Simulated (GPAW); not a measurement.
The K K edge of atom 2 in KBr (Fm-3m), with 6 Br at 3.30 Å (octahedral, site symmetry m-3m), was computed in 3 ways: full core hole (charged cell), half core hole and no core hole. Program and functional: GPAW, PBE, Gaussian full width 0.9 eV up to 4 eV, rising linearly to 3.5 eV at 25 eV; cells of 2 and 8 atoms (the run without a hole in the smaller).

Each run is counted from its own lowest empty level or Fermi level and scaled to a mean of 1 over its first 20 eV.

```csv
E (eV),run 1,run 2,run 3
-2.0,0.00,0.00,0.00
-1.5,0.00,0.00,0.00
-1.0,0.00,0.00,0.00
-0.5,0.00,0.00,0.00
0.0,0.00,0.00,0.00
0.5,0.03,0.03,0.04
1.0,0.07,0.14,0.25
1.5,0.23,0.43,0.79
2.0,0.64,0.82,0.70
2.5,0.73,1.06,0.48
3.0,0.49,0.78,1.28
3.5,0.35,0.71,1.58
4.0,0.48,0.71,0.99
4.5,1.04,0.93,0.88
5.0,1.46,1.15,1.67
5.5,1.25,1.22,1.76
6.0,1.07,1.68,1.55
6.5,1.28,2.11,1.89
7.0,1.78,2.11,1.95
7.5,2.12,1.90,1.57
8.0,1.83,1.45,1.34
8.5,1.23,0.95,1.08
9.0,0.90,0.72,0.67
9.5,0.91,0.71,0.47
10.0,1.08,0.72,0.51
10.5,1.25,0.73,0.63
11.0,1.23,0.82,0.72
11.5,0.98,0.90,0.75
12.0,0.76,0.87,0.74
12.5,0.70,0.74,0.70
13.0,0.70,0.62,0.65
13.5,0.69,0.57,0.62
14.0,0.69,0.61,0.65
14.5,0.73,0.76,0.75
15.0,0.84,0.99,0.94
15.5,0.99,1.22,1.15
16.0,1.18,1.37,1.31
16.5,1.35,1.41,1.38
17.0,1.46,1.37,1.38
17.5,1.50,1.31,1.31
18.0,1.47,1.27,1.22
18.5,1.39,1.24,1.12
19.0,1.28,1.19,1.03
19.5,1.19,1.09,0.94
20.0,1.11,0.97,0.87
20.5,1.06,0.85,0.81
21.0,1.02,0.78,0.78
21.5,0.98,0.78,0.80
22.0,0.94,0.82,0.85
22.5,0.90,0.89,0.92
23.0,0.88,0.96,0.97
23.5,0.88,1.01,1.01
24.0,0.92,1.04,1.01
24.5,0.99,1.07,1.00
25.0,1.08,1.08,0.98
25.5,1.17,1.10,0.97
26.0,1.23,1.11,0.97
26.5,1.27,1.11,0.98
27.0,1.26,1.11,0.98
27.5,1.23,1.09,0.99
28.0,1.19,1.06,0.99
28.5,1.16,1.05,0.98
29.0,1.15,1.05,0.98
29.5,1.16,1.06,0.99
30.0,1.17,1.07,1.00
30.5,1.18,1.08,1.00
```

Q: Which run is which?

Run 1: no core hole (area from −2 to 6 eV 3.7, main maxima 2.3 eV (0.75), 5.0 eV (1.46), 7.5 eV (2.12), 10.7 eV (1.28) and 17.5 eV (1.50)). Run 2: half core hole (area from −2 to 6 eV 4.4, main maxima 2.5 eV (1.06), 6.7 eV (2.15), 16.4 eV (1.41) and 26.4 eV (1.11)). Run 3: full core hole (charged cell) (area from −2 to 6 eV 5.6, main maxima 1.7 eV (0.89), 3.4 eV (1.61), 5.3 eV (1.84), 6.8 eV (2.01) and 16.7 eV (1.39)). With each curve scaled to its own mean, the area from −2 to 6 eV with the hole is 5.6 against 3.7, and the centre of weight from −1 to 20 eV moves by -0.9 eV: the hole pulls the absorber's empty states down.

[Banner, clock and machine lines of the logs are left out without a mark of their own.]

[Logs are printed without paths, hosts, clocks, repeated set-up lines and the standing remarks that a program may print on its own settings, such as how far it seeks lower states.]

[Hosts, paths, dates, database ids (printed as entryN), source tags and the programs' standing remarks are cut or masked in the printed files.]

[Lists of maxima count a maximum above −3 eV only where it reaches 4 % of the highest in the window and stands out from its surroundings by 2 % of it (1.5 % where it reaches 55 %); shoulders and weaker maxima are passed over, and of the rest the first, up to two pre-edge ones and the few strongest are named.]
